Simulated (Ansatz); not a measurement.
MgB2:

```
CELL_PARAMETERS angstrom
0.00000 2.99364 2.99364
2.99364 0.00000 2.99364
2.99364 2.99364 0.00000
ATOMIC_POSITIONS crystal
Mg 0.00000 0.00000 0.00000
Mg 0.25000 0.25000 0.25000
B 0.62500 0.12500 0.62500
B 0.62500 0.62500 0.12500
B 0.12500 0.62500 0.62500
B 0.62500 0.62500 0.62500
```

The cell was built by a generator and needn't be a form met in nature.

```yaml
Program: Ansatz 0.2.0
Task: single point
Functional: PBE
Potentials_or_basis: Ansatz PAW
Cutoff: "420 eV (not typed: the program's choice for these potentials)"
k_mesh: 8 × 8 × 8
Occupations: fermi-dirac, width 0.05 eV
Spin: no spin polarisation
```

On this cell: pressure 0.2 GPa; largest force zero by symmetry; band gap on the k mesh none (metal or under the smearing width).

The same run follows on a disturbed copy (atoms moved at random, drawn with an rms of 0.05 Å):

```xyz
6
Lattice="0.0000 2.9936 2.9936 2.9936 0.0000 2.9936 2.9936 2.9936 0.0000" Properties=species:S:1:pos:R:3 pbc="T T T"
Mg   -0.0571    0.0318   -0.0320
Mg    1.4689    1.5472    1.5048
B     2.2595    3.7399    2.2029
B     2.2561    2.2166    3.6943
B     3.6854    2.2481    2.2576
B     3.7206    3.7372    3.7474
```

Problem. What does the disturbed cell give?

Solution. The energy (extrapolated to zero smearing) moves by +5.8 meV/atom; pressure 0.7 GPa; largest force 0.607 eV/Å; band gap on the k mesh none (metal or under the smearing width).

Forces on the atoms (eV/Å):
```
Mg   0.387 -0.318  0.163
Mg   0.000 -0.502 -0.342
B   -0.133  0.101  0.112
B    0.075  0.226  0.157
B   -0.293  0.189  0.007
B   -0.037  0.304 -0.097
```

Stress tensor (GPa, compression positive):
```
 0.66 -0.69 -0.40
-0.69  0.66 -0.29
-0.40 -0.29  0.65
```
